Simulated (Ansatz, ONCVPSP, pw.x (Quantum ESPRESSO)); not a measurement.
## pw.x on fcc Si: one setting changed

Potential: optimised norm-conserving Vanderbilt (ONCV), ONCVPSP 4.0.1, PBEsol; core [Ne], reference 3s2 3p2; waves: 3s: rc 1.65 bohr, ncon 3, nbas 6, qcut 2.9 1/bohr, 2 projectors, debl 3.4 Ha; 3p: rc 2.20 bohr, ncon 4, nbas 8, qcut 2.9 1/bohr, 1 projector; d scattering state at 0.16 Ha: rc 1.65 bohr, ncon 3, nbas 8, qcut 6.4 1/bohr, 2 projectors, debl 0.5 Ha; local part: polynomial inside 1.60 bohr (lpopt 5, dvloc0 2 Ha); core correction: polynomial model core, fcfact 0.45.

The reference run (k-mesh 15³, cutoffs 85/340 Ry, Fermi–Dirac 0.01 Ry, mixing_beta 0.4, conv_thr 1e-9, no spin) gives 0.07 GPa at 14.001 Å³/atom, where all-electron LAPW gives 0.43 GPa. This run, with its own iteration cap, changes ecutrho/ecutwfc to 2.

```
&control
  calculation='scf', prefix='x', pseudo_dir='./', outdir='./tmp', tstress=.true., disk_io='none'
/
&system
  ibrav=0, nat=1, ntyp=1, ecutwfc=85, ecutrho=170, nbnd=9,
  occupations='smearing', smearing='fd', degauss=0.01
/
&electrons
  conv_thr=1e-09, mixing_beta=0.4, electron_maxstep=60
/
ATOMIC_SPECIES
Si 1.0 Si.UPF
CELL_PARAMETERS angstrom
  0.00000000 1.91297673 1.91297673
  1.91297673 0.00000000 1.91297673
  1.91297673 1.91297673 0.00000000
ATOMIC_POSITIONS crystal
Si 0.0000 0.0000 0.0000
K_POINTS automatic
15 15 15 0 0 0
```

```bash
pw.x < Si.scf.in > Si.scf.out
```

Problem. How does the run end?

Solution. It converges in 6 iterations; the free energy moves by -0.2 meV/atom and the pressure by +0.01 GPa. Below 4 the density is truncated and F is no longer variational, so a small shift in one case is no licence.

```
Message from routine set_cutoff:
     ecutrho < 4*ecutwfc, are you sure?
     Message from routine setup:
     using ibrav=0 with symmetry is DISCOURAGED, use correct ibrav instead
     lattice parameter (alat)  =       5.1124  a.u.
     unit-cell volume          =      94.4834 (a.u.)^3
     number of electrons       =         4.00
     number of Kohn-Sham states=            9
     kinetic-energy cutoff     =      85.0000  Ry
     charge density cutoff     =     170.0000  Ry
     scf convergence threshold =      1.0E-09
     Exchange-correlation= PBESOL
     number of k points=   120  Fermi-Dirac smearing, width (Ry)=  0.0100
     iteration #  1     ecut=    85.00 Ry     beta= 0.40
     total energy              =     -10.43087857 Ry
     estimated scf accuracy    <       0.00452016 Ry
     iteration #  2     ecut=    85.00 Ry     beta= 0.40
     total energy              =     -10.43026885 Ry
     estimated scf accuracy    <       0.00132267 Ry
     iteration #  3     ecut=    85.00 Ry     beta= 0.40
     total energy              =     -10.43035573 Ry
     estimated scf accuracy    <       0.00000387 Ry
     iteration #  4     ecut=    85.00 Ry     beta= 0.40
     total energy              =     -10.43035862 Ry
     estimated scf accuracy    <       0.00000002 Ry
     iteration #  5     ecut=    85.00 Ry     beta= 0.40
     total energy              =     -10.43035863 Ry
     estimated scf accuracy    <          2.7E-09 Ry
     iteration #  6     ecut=    85.00 Ry     beta= 0.40
     the Fermi energy is    11.1158 ev
!    total energy              =     -10.43035864 Ry
     estimated scf accuracy    <          6.4E-11 Ry
     smearing contrib. (-TS)   =      -0.00196736 Ry
     The total energy is F=E-TS. E is the sum of the following terms:
     one-electron contribution =       4.89338996 Ry
     hartree contribution      =       0.02612236 Ry
     xc contribution           =      -5.20160331 Ry
     ewald contribution        =     -10.14630029 Ry
     convergence has been achieved in   6 iterations
          total   stress  (Ry/bohr**3)                   (kbar)     P=        0.85
     Message from routine punch:
     Nothing written, as per user request (disk_io='none')
```

The run took about 7.4 s on one core of a shared host (Intel(R) Xeon(R) Platinum 8488C, 48 threads, 93 GiB, load 4).
